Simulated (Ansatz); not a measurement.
**Al2SSe monolayer in a perpendicular field**

Aim: how the Al2SSe monolayer screens a field along its normal, and what the field does to its bands. A positive field points along +c.

Method: plane-wave DFT, PBE-D3(BJ), Ansatz PAW, in Ansatz 0.2.0.

### Step 1. Set-up

The cell holds 4 atoms: 1 Se, 2 Al and 1 S. Cell: a = 3.689 Å, b = 3.689 Å, c = 39.951 Å, α = 90.0°, β = 90.0°, γ = 120.0°. Vacuum lies along c.

### Step 2. Relaxation

The starting cell is a guess, so the in-plane lattice and the atoms are relaxed first, with the slab cut off from its images along the normal.

The input, input.yaml:

```yaml
crystal:
  lattice:
    - [3.6894, 0.0, 0.0]
    - [-1.8447, 3.1951141247, 0.0]
    - [0.0, 0.0, 39.9508750211]
  atoms:
    - { symbol: Se, position: [0.3333333333, 0.6666666667, 0.4442956504] }
    - { symbol: Al, position: [0.0, 0.0, 0.4740851334] }
    - { symbol: Al, position: [0.0, 0.0, 0.5346595262] }
    - { symbol: S, position: [0.3333333333, 0.6666666667, 0.5557043496] }
  periodic: [true, true, false]
kpoints:
  mp_grid: { grid: [12, 12, 1] }
hamiltonian:
  xc: pbe
  dispersion: d3bj
scf:
  occupations: { method: fermi_dirac, width: 0.05 }
  convergence: { dr2_threshold: 1.0e-09 }
relax:
  f_tol: 0.004
  max_steps: 90
  cell: {}
output:
  write_potential: true
  write_density: true
  volumetric_format: npy
```

The run is started by

```
> ansatz run input.yaml --threads 2 --pin off --max-ram 3072MiB --backend cpu --events-out ev --progress --plain --runs-dir out
```

Numbers of over 12 decimals in the logs are rounded to 6 here.

What it wrote:

```text
Warning: relax.cell: scf.convergence.dr2_threshold = 1e-9 eV is looser than the 1.91545388823e-10 eV advised for a relaxation that steers and ends on the stress (1e-10 eV for each atom of the cell: 4, times the square of relax.cell.stress_2d_tol = 0.05 N/m over 14.5 Å (the atoms' height at the walk's start and 5 Å past either face), 3.460e-2 GPa, over a crystal's default 0.05). What an SCF threshold leaves in a stress goes as its square root, and in the free energy as the threshold itself, and one threshold admits the most on a small cell: [figures from the program's tests cut] Set scf.convergence.dr2_threshold to 1.91545388823e-10 eV or tighter. [rest of the remark cut]
Engine: ansatz 0.2.0, x86_64-unknown-linux-gnu
Pseudopotentials: kind: paw
Pseudopotential: Se, paw, valence charge 16, recommended cutoff 420 eV (normal), Se.paw.azcp
Pseudopotential: Al, paw, valence charge 3, recommended cutoff 420 eV (normal), Al.paw.azcp
Pseudopotential: S, paw, valence charge 6, recommended cutoff 420 eV (normal), S.paw.azcp
Functional definition: PBE
  parameter kappa = 0.804
  parameter beta = 0.066725
  exchange = pbe_x(kappa = kappa, mu = beta*pi^2/3)
  correlation = pbe_c(beta = beta)
Crystal: 4 atoms, lattice volume = 470.943 Å³
Basis set: ecut = 420 eV, 9217 PW (Γ), exchange–correlation on 50×50×540 points (8 copies of the dense FFT grid, shifted against one another)
Bands: 18, of which v1, the nominal top of the filled ones, is band 14 counted from 1 (13 counted from 0)
Symmetry: 6 space group operations
Space group: P3m1 (ITA 156), of the structure as read, at distance tolerance 7.8e-5 Å
k-points: 19 of 144 (time reversal used)
Non-local potential: Se, projectors of the file, l = 0: 2, l = 1: 2, l = 2: 3, l = 3: 1
Non-local potential: Al, projectors of the file, l = 0: 2, l = 1: 2, l = 2: 1
Non-local potential: S, projectors of the file, l = 0: 2, l = 1: 2, l = 2: 2
PAW form: soft (Blöchl's): semilocal exchange-correlation on the pseudo side does not see the compensation charge
PAW one-centre angular grid: Se, 590 points (default); XC on 64 Gauss nodes
PAW one-centre angular grid: Al, 110 points (default); XC on 64 Gauss nodes
PAW one-centre angular grid: S, 110 points (default); XC on 64 Gauss nodes
Initial density: superposition of atomic densities (neutral atoms: chi_scale 0, normalization atom), corrected by the library's trained network
Initial wavefunctions: pseudopotential atomic-orbital guess
Functional: x = pbe(κ = 0.804, μ = 0.219515), c = pbe(β = 0.066725)
SCF iter   1: F=—  HF=-7449.945703 eV  |F-HF|=—  |Δ(HF+E_count)|=         —  Δρ=1.07e-3  dr2=1.51e-2  ethr=1.77e-3  ⟨swp⟩=13.7  Hψ=3058  notcnv=0
preconditioner: auto → Resta (q_TF=auto, 1.704 Å⁻¹)  ε∞=1.6  [insulator: Δε(μ)=1.632 eV  Ē_g=9.251 eV  σ=0.050 eV  W_gap=1.00  n_scr=20 (ndim 8)  ℏωp=7.3 eV  f_vac=0.782  D(μ)=0.00/eV (n_scr^D=0)  ε∞_Penn≈1.6  vacuum switching on, ρ_ref=6.2e-3 e/Å³]
SCF iter   2: F=—  HF=-7449.943498 eV  |F-HF|=—  |Δ(HF+E_count)|=   2.20e-3  Δρ=4.56e-4  dr2=3.08e-3  ethr=5.38e-5  ⟨swp⟩=3.6  Hψ=879  notcnv=0
SCF iter   3: F=—  HF=-7449.943419 eV  |F-HF|=—  |Δ(HF+E_count)|=   7.87e-5  Δρ=2.52e-4  dr2=4.79e-4  ethr=1.10e-5  ⟨swp⟩=2.2  Hψ=498  notcnv=0
SCF iter   4: F=—  HF=-7449.943938 eV  |F-HF|=—  |Δ(HF+E_count)|=   5.19e-4  Δρ=1.42e-4  dr2=5.63e-4  ethr=1.71e-6  ⟨swp⟩=2.6  Hψ=560  notcnv=0
SCF iter   5: F=—  HF=-7449.943959 eV  |F-HF|=—  |Δ(HF+E_count)|=   2.13e-5  Δρ=5.56e-5  dr2=1.33e-5  ethr=1.71e-6  ⟨swp⟩=2.5  Hψ=441  notcnv=0
SCF iter   6: F=—  HF=-7449.943960 eV  |F-HF|=—  |Δ(HF+E_count)|=   1.17e-6  Δρ=1.42e-5  dr2=1.52e-6  ethr=4.75e-8  ⟨swp⟩=3.1  Hψ=679  notcnv=0
SCF iter   7: F=—  HF=-7449.943970 eV  |F-HF|=—  |Δ(HF+E_count)|=   9.54e-6  Δρ=4.04e-6  dr2=7.25e-8  ethr=5.43e-9  ⟨swp⟩=2.9  Hψ=611  notcnv=0
SCF iter   8: F=—  HF=-7449.943970 eV  |F-HF|=—  |Δ(HF+E_count)|=   2.86e-7  Δρ=1.37e-6  dr2=8.73e-9  ethr=2.59e-10  ⟨swp⟩=3.3  Hψ=698  notcnv=0
SCF iter   9: F=-7449.943970 eV  HF=-7449.943970 eV  |F-HF|=7.68e-10  |Δ(HF+E_count)|=   5.93e-8  Δρ=2.21e-7  dr2=3.47e-10  ethr=3.57e-12  ⟨swp⟩=9.8  Hψ=2766  notcnv=0
SCF 1 converged in 9 iterations: F = -7449.943970 eV  dr2 = 3.47e-10
  greatest PAW one-centre occupation: 1.000 electrons in one spin orbital (limit 2), on the Se atom at site 0 (counted from 0), in its partial waves of l = 2
relax step   1: F+E_penalty+E_count = -7449.94397036 eV  Δ(F+E_penalty+E_count) = +0.000e0 eV  max|allowed force component| = 1.222e0 eV/Å  Δτ_max = 0.0000 Å  P = +0.801 N/m  Ω = 470.943 Å³  fix = [c, alpha, beta]  reactions: c +0.000 N/m  (9 SCF iters, accepted)
Crystal: 4 atoms, lattice volume = 462.199 Å³
Basis set: ecut = 420 eV, 8857 PW (Γ), exchange–correlation on 50×50×540 points (8 copies of the dense FFT grid, shifted against one another)
Initial density: handed on by an earlier stage of this run
Initial wavefunctions: those handed on with the density
iter 1 solved again at ethr=5.63e-4 eV; its pass at ethr=3.10e-3 eV (dr2=1.58e-1 eV) is discarded
SCF iter   1: F=—  HF=-7450.167698 eV  |F-HF|=—  |Δ(HF+E_count)|=         —  Δρ=3.77e-3  dr2=1.48e-1  ethr=5.63e-4  ⟨swp⟩=1.7  Hψ=3303  notcnv=0
preconditioner: auto → Resta (q_TF=auto, 1.710 Å⁻¹)  ε∞=1.6  [insulator: Δε(μ)=1.965 eV  Ē_g=9.191 eV  σ=0.050 eV  W_gap=1.00  n_scr=20 (ndim 8)  ℏωp=7.3 eV  f_vac=0.774  D(μ)=0.00/eV (n_scr^D=0)  ε∞_Penn≈1.6  vacuum switching on, ρ_ref=6.1e-3 e/Å³]
SCF iter   2: F=—  HF=-7450.147341 eV  |F-HF|=—  |Δ(HF+E_count)|=   2.04e-2  Δρ=1.98e-3  dr2=5.34e-2  ethr=5.29e-4  ⟨swp⟩=4.5  Hψ=834  notcnv=0  defer=1
SCF iter   3: F=—  HF=-7450.139062 eV  |F-HF|=—  |Δ(HF+E_count)|=   8.28e-3  Δρ=1.14e-3  dr2=8.46e-3  ethr=1.91e-4  ⟨swp⟩=4.0  Hψ=694  notcnv=0  defer=1
SCF iter   4: F=—  HF=-7450.140046 eV  |F-HF|=—  |Δ(HF+E_count)|=   9.84e-4  Δρ=6.65e-4  dr2=1.02e-2  ethr=3.02e-5  ⟨swp⟩=2.9  Hψ=678  notcnv=0
SCF iter   5: F=—  HF=-7450.138726 eV  |F-HF|=—  |Δ(HF+E_count)|=   1.32e-3  Δρ=2.03e-4  dr2=2.38e-4  ethr=3.02e-5  ⟨swp⟩=2.2  Hψ=471  notcnv=0
SCF iter   6: F=—  HF=-7450.138726 eV  |F-HF|=—  |Δ(HF+E_count)|=   5.40e-7  Δρ=8.18e-5  dr2=8.11e-5  ethr=8.51e-7  ⟨swp⟩=2.8  Hψ=694  notcnv=0
SCF iter   7: F=—  HF=-7450.138637 eV  |F-HF|=—  |Δ(HF+E_count)|=   8.91e-5  Δρ=3.14e-5  dr2=9.00e-6  ethr=2.90e-7  ⟨swp⟩=2.5  Hψ=514  notcnv=0
SCF iter   8: F=—  HF=-7450.138632 eV  |F-HF|=—  |Δ(HF+E_count)|=   4.78e-6  Δρ=5.38e-6  dr2=2.74e-7  ethr=3.22e-8  ⟨swp⟩=2.9  Hψ=572  notcnv=0
SCF iter   9: F=—  HF=-7450.138643 eV  |F-HF|=—  |Δ(HF+E_count)|=   1.11e-5  Δρ=8.44e-7  dr2=4.45e-9  ethr=9.78e-10  ⟨swp⟩=3.2  Hψ=647  notcnv=0
[...]
preconditioner: auto → Resta (q_TF=auto, 1.712 Å⁻¹)  ε∞=1.6  [insulator: Δε(μ)=2.061 eV  Ē_g=9.142 eV  σ=0.050 eV  W_gap=1.00  n_scr=20 (ndim 8)  ℏωp=7.4 eV  f_vac=0.774  D(μ)=0.00/eV (n_scr^D=0)  ε∞_Penn≈1.6  vacuum switching on, ρ_ref=6.1e-3 e/Å³]
SCF iter   2: F=—  HF=-7450.143163 eV  |F-HF|=—  |Δ(HF+E_count)|=   5.00e-4  Δρ=3.90e-4  dr2=3.33e-3  ethr=1.53e-5  ⟨swp⟩=2.7  Hψ=537  notcnv=0
SCF iter   3: F=—  HF=-7450.142712 eV  |F-HF|=—  |Δ(HF+E_count)|=   4.51e-4  Δρ=1.94e-4  dr2=3.81e-4  ethr=1.19e-5  ⟨swp⟩=2.0  Hψ=420  notcnv=0
SCF iter   4: F=—  HF=-7450.142678 eV  |F-HF|=—  |Δ(HF+E_count)|=   3.42e-5  Δρ=1.05e-4  dr2=1.42e-4  ethr=1.36e-6  ⟨swp⟩=2.4  Hψ=595  notcnv=0
SCF iter   5: F=—  HF=-7450.142659 eV  |F-HF|=—  |Δ(HF+E_count)|=   1.93e-5  Δρ=3.06e-5  dr2=3.76e-6  ethr=5.06e-7  ⟨swp⟩=2.3  Hψ=460  notcnv=0
SCF iter   6: F=—  HF=-7450.142576 eV  |F-HF|=—  |Δ(HF+E_count)|=   8.27e-5  Δρ=6.72e-6  dr2=6.93e-7  ethr=1.34e-8  ⟨swp⟩=3.1  Hψ=632  notcnv=0
SCF iter   7: F=—  HF=-7450.142587 eV  |F-HF|=—  |Δ(HF+E_count)|=   1.03e-5  Δρ=2.23e-6  dr2=4.20e-8  ethr=2.48e-9  ⟨swp⟩=2.3  Hψ=476  notcnv=0
SCF iter   8: F=—  HF=-7450.142587 eV  |F-HF|=—  |Δ(HF+E_count)|=   1.13e-8  Δρ=4.67e-7  dr2=1.28e-9  ethr=1.50e-10  ⟨swp⟩=3.6  Hψ=777  notcnv=0
SCF iter   9: F=-7450.142587 eV  HF=-7450.142587 eV  |F-HF|=4.73e-11  |Δ(HF+E_count)|=   1.02e-9  Δρ=1.59e-7  dr2=2.59e-10  ethr=3.57e-12  ⟨swp⟩=10.4  Hψ=2291  notcnv=0
SCF 3 converged in 9 iterations: F = -7450.142587 eV  dr2 = 2.59e-10
relax step   3: F+E_penalty+E_count = -7450.14258652 eV  Δ(F+E_penalty+E_count) = -3.943e-3 eV  max|allowed force component| = 6.541e-2 eV/Å  Δτ_max = 0.0310 Å  P = -0.105 N/m  Ω = 458.852 Å³  energy of the carried Pulay correction = +3.379e-4 eV  fix = [c, alpha, beta]  reactions: c -0.000 N/m  (9 SCF iters, accepted)
[...]
relax step   4: F+E_penalty+E_count = -7450.14275122 eV  Δ(F+E_penalty+E_count) = -1.647e-4 eV  max|allowed force component| = 1.294e-2 eV/Å  Δτ_max = 0.0024 Å  P = -0.041 N/m  Ω = 458.704 Å³  energy of the carried Pulay correction = +3.420e-4 eV  fix = [c, alpha, beta]  reactions: c -0.000 N/m  (7 SCF iters, accepted)
[...]
relax step   5: F+E_penalty+E_count = -7450.14277331 eV  Δ(F+E_penalty+E_count) = -2.209e-5 eV  max|allowed force component| = 4.375e-3 eV/Å  Δτ_max = 0.0012 Å  P = -0.001 N/m  Ω = 458.382 Å³  energy of the carried Pulay correction = +3.512e-4 eV  fix = [c, alpha, beta]  reactions: c -0.000 N/m  (6 SCF iters, accepted)
[...]
relax step   6: F+E_penalty+E_count = -7450.14277361 eV  Δ(F+E_penalty+E_count) = -3.034e-7 eV  max|allowed force component| = 1.343e-3 eV/Å  Δτ_max = 0.0004 Å  P = +0.002 N/m  Ω = 458.399 Å³  energy of the carried Pulay correction = +3.507e-4 eV  fix = [c, alpha, beta]  reactions: c +0.000 N/m  (5 SCF iters, accepted)
Initial wavefunctions: pseudopotential atomic-orbital guess (no wavefunctions were taken with the density)
iter 1 solved again at ethr=6.60e-7 eV; its pass at ethr=3.10e-3 eV (dr2=1.85e-4 eV) is discarded
SCF iter   1: F=—  HF=-7450.142558 eV  |F-HF|=—  |Δ(HF+E_count)|=         —  Δρ=6.18e-6  dr2=3.18e-8  ethr=6.60e-7  ⟨swp⟩=5.0  Hψ=4221  notcnv=0
eigensolver tolerance schedule: the retry pair's looser diagonalisation over-reported the residual by 5820.36 of it (diagonalisation noise at an unbounded share of the residual, at the tolerance the schedule requests for it); recorded, not acted on — ethr = c·dr2/N_el stays at c = 1.0e-1
preconditioner: auto → Resta (q_TF=auto, 1.712 Å⁻¹)  ε∞=1.6  [insulator: Δε(μ)=2.065 eV  Ē_g=9.142 eV  σ=0.050 eV  W_gap=1.00  n_scr=20 (ndim 8)  ℏωp=7.4 eV  f_vac=0.775  D(μ)=0.00/eV (n_scr^D=0)  ε∞_Penn≈1.6  vacuum switching on, ρ_ref=6.1e-3 e/Å³]
SCF iter   2: F=—  HF=-7450.142481 eV  |F-HF|=—  |Δ(HF+E_count)|=   7.69e-5  Δρ=3.06e-6  dr2=1.35e-8  ethr=1.13e-10  ⟨swp⟩=5.0  Hψ=1133  notcnv=0
SCF iter   3: F=—  HF=-7450.142481 eV  |F-HF|=—  |Δ(HF+E_count)|=   6.68e-8  Δρ=1.34e-6  dr2=1.47e-8  ethr=4.83e-11  ⟨swp⟩=2.1  Hψ=609  notcnv=0
SCF iter   4: F=—  HF=-7450.142481 eV  |F-HF|=—  |Δ(HF+E_count)|=   9.66e-9  Δρ=5.73e-7  dr2=5.11e-9  ethr=4.83e-11  ⟨swp⟩=2.8  Hψ=497  notcnv=0
SCF iter   5: F=-7450.142481 eV  HF=-7450.142481 eV  |F-HF|=6.47e-10  |Δ(HF+E_count)|=  7.45e-10  Δρ=2.83e-7  dr2=1.59e-10  ethr=3.57e-12  ⟨swp⟩=13.5  Hψ=2920  notcnv=0
SCF 7 converged in 5 iterations: F = -7450.142481 eV  dr2 = 1.59e-10
relax step   7: F+E_penalty+E_count = -7450.14248132 eV  Δ(F+E_penalty+E_count) = +2.923e-4 eV  max|allowed force component| = 1.355e-3 eV/Å  Δτ_max = 0.0000 Å  P = -0.003 N/m  Ω = 458.399 Å³  fix = [c, alpha, beta]  reactions: c -0.000 N/m  stress off target by 2.85e-3 N/m on what of the cell is left free  SCF on the basis re-selected at this cell (its energy is not comparable with the rows above)  (5 SCF iters)
basis re-selected at this cell: Δ(F+E_penalty+E_count) = +2.923e-4 eV, ΔP = -0.005 N/m vs the last step (what re-selecting the basis moved, of the pressure what is left beyond the Pulay correction that the steps carried, after the strain that the cell walked since its last selection, with what the two solves' SCF thresholds leave and, on support functions, any second-order correction that the steps lacked; it is no m [...]
SCF converged after 5 iterations
Free energy (F): -7450.142481 eV
Harris-Foulkes:  -7450.142481 eV  (|F-HF|=6.47e-10)
Internal energy: -7450.142481 eV  (E = F + TS)
E sigma→0 (E₀):  -7450.142481 eV
Fermi energy:    -4.963455 eV
--- Per-component energies (eV) ---
  E_band       = -721.163524
  E_kinetic    = 271.247149
  E_local      = -50168.179223  (includes V_loc(G=0)·N_el)
  E_nonlocal   = -546.863262
  E_hartree    = 24879.225321
  E_xc         = -280.622345
  E_vxc        = -243.196692  (∫ρ·V_xc dr)
  E_paw        = -3446.002271  (= ΣΔE_a)
  E_vpaw       = 207.378162  (= ΣTr[D̂ρ^β])
  E_aug_tail   = -0.000585  (compensation charges beyond the density's cutoff)
  E_ewald      = 21841.907352
  E_disp       = -0.854618  (pairwise vdW)
  E_smearing   = -0.000000  (= −TS)
  E_closure    = -0.000000  (closes the sum)
  Σ components = -7450.142481   (vs F -7450.142481, Δ=0.00e0)
--- Forces (eV/Å), atoms counted from 1 ---
  atom   1  Se    -0.00000000    -0.00000000    -0.00128376
  atom   2  Al     0.00000000     0.00000000     0.00135380
  atom   3  Al     0.00000000     0.00000000    -0.00039683
  atom   4  S     -0.00000000    -0.00000000     0.00032388
  max |Σ_I F_I| component: 2.91e-6 eV/Å
--- 2D stress c σ (N/m, compression-positive) ---
       -0.002855      -0.000000       0.000000
       -0.000000      -0.002855       0.000000
        0.000000       0.000000      -0.000000
  P = ½ c Tr σ = -0.0029 N/m
--- Band table (eV; the first three rows and the last of 19) ---
  k-point 0: bands = [... 10 lower, -7.5006, -6.2520, -6.2520, -6.2486, -2.8209, -1.8700, -0.6240, -0.6240]
  k-point 1: bands = [... 10 lower, -7.5833, -6.8109, -6.3640, -6.1524, -2.4492, -1.4900 (-1.4900°), -0.9508, -0.4773]
  k-point 2: bands = [... 10 lower, -7.8357, -7.7929, -6.6405, -6.0691, -2.1130, -1.7441, -0.5484, -0.4573]
  k-point 18: bands = [... 10 lower, -9.6786, -8.2528, -7.5372, -6.8344, -3.9297, -1.6557, -1.4352, -0.6272]
  ° read free of the cell's end (the report's vacuum.weakly_bound_levels)
--- Relaxed structure (6 steps of the walk, 6 accepted, 1 SCFs on fresh bases) ---
  F+E_penalty+E_count = -7450.14248132 eV   max|allowed force component| = 1.355e-3 eV/Å   (the final SCF, on the basis selected at the relaxed cell)
  cell:  # Å, volume = 458.3994 Å³
    - [3.639934, 0.0, 0]
    - [-1.819967, 3.152276, 0]
    - [0, 0, 39.9508750211]
  atoms:
    - { symbol: Se, position: [0.333333, 0.666667, 0.440706] }
    - { symbol: Al, position: [0, -3.700743415524894e-17, 0.471193] }
    - { symbol: Al, position: [0, -3.700743415524894e-17, 0.535530] }
    - { symbol: S, position: [0.333333, 0.666667, 0.561316] }
```

Elapsed: 32 s, on 2 threads of Intel Xeon 6975P-C (Granite Rapids), shared host; peak memory 0.71 GiB; 62 s of CPU time.

The steps of the relaxation:

| step | energy less that of the first step (eV) | largest force component (eV/Å) | volume (Å³) |
| --- | --- | --- | --- |
| 1 | 0.0000 | 1.2222 | 470.94 |
| 2 | -0.1947 | 0.1690 | 462.20 |
| 3 | -0.1986 | 0.0654 | 458.85 |
| 4 | -0.1988 | 0.0129 | 458.70 |
| 5 | -0.1988 | 0.0044 | 458.38 |
| 6 | -0.1988 | 0.0013 | 458.40 |
| 7* | -0.1985 | 0.0014 | 458.40 |

Relaxation steps marked * repeat the geometry before them on a plane-wave basis chosen anew for their cell, so energy and pressure can jump there.

Forces are held to the 6 operations that the run works with; a distortion that breaks them can't arise in this run.

| cell as run | before | after | change |
| --- | --- | --- | --- |
| a (Å) | 3.689 | 3.640 | -1.3 % |
| b (Å) | 3.689 | 3.640 | -1.3 % |

The atoms that moved most (Å, along periodic axes as changes of fractional coordinates times the final cell, across vacuum about the mean position):

| atom | dx | dy | dz | length |
| --- | --- | --- | --- | --- |
| S4 | 0.000 | 0.000 | 0.224 | 0.224 |
| Se1 | 0.000 | 0.000 | -0.143 | 0.143 |
| Al2 | 0.000 | 0.000 | -0.116 | 0.116 |
| Al3 | 0.000 | 0.000 | 0.035 | 0.035 |

This step gave:

```yaml
gap_on_the_k_mesh: 2.065 eV
```

The lattice constant a goes from 3.689 to 3.640 Å.

(Part 1 of 2 ends here.)

[Logs are printed without paths, hosts, clocks, repeated set-up lines and the standing remarks that a program may print on its own settings, such as how far it seeks lower states.]

[Hosts, paths, dates, database ids (printed as entryN), source tags and the programs' standing remarks are cut or masked in the printed files.]

[Maps of the electrostatic potential energy from Ansatz leave out the sawtooth potential of an applied field or a dipole correction, so their vacuum need not be flat; planar profiles and work functions include it.]
